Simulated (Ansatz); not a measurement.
# BaS: pressure against volume, fitted

```
CELL_PARAMETERS angstrom
0.00000 3.19375 3.19375
3.19375 0.00000 3.19375
3.19375 3.19375 0.00000
ATOMIC_POSITIONS crystal
Ba 0.00000 0.00000 0.00000
S 0.50000 0.50000 0.50000
```

Atom numbers follow the list: Ba1, S2.

Conventional cell: a = 6.388 Å, b = 6.388 Å, c = 6.388 Å, α = 90.00°, β = 90.00°, γ = 90.00°. Around Ba (atom 1) lie 6 S at 3.19 Å. S (atom 2) is surrounded by 6 Ba at 3.19 Å.

The cell is COD entry 9008600, as deposited and not checked against the literature; nothing was relaxed.

No spin–orbit coupling, which matters for the heavy atoms here.

Level of theory: DFT, PBEsol, all-electron LAPW, scalar-relativistic (Ansatz 0.2.0).

Settings: a Γ-centred 8×8×8 k mesh, Fermi–Dirac smearing of 0.02 eV, basis error target 0.25 meV/atom, no spin polarisation.

The cell is scaled evenly. Fractional coordinates are held (clamped ions).

```csv
V (Å³/atom),P (GPa)
30.622,1.79
30.948,1.23
31.273,0.70
31.762,-0.04
31.925,-0.28
32.251,-0.73
32.576,-1.15
32.902,-1.55
33.228,-1.93
33.391,-2.11
33.879,-2.63
34.205,-2.95
```

Fit a third-order Birch–Murnaghan curve to the pressures.

P = (3B0/2)(y^(7/2) − y^(5/2))[1 + (3/4)(B0′ − 4)(y − 1)] with y = (V0/V)^(2/3) fits within 0.01 GPa for V0 = 31.732 Å³/atom, B0 = 46.4 GPa and B0′ = 4.45.

Predict the pressure at the withheld volume, 34.531 Å³/atom.

There y = 0.9452, so the fit gives -3.25 GPa; the run gave -3.25 GPa.
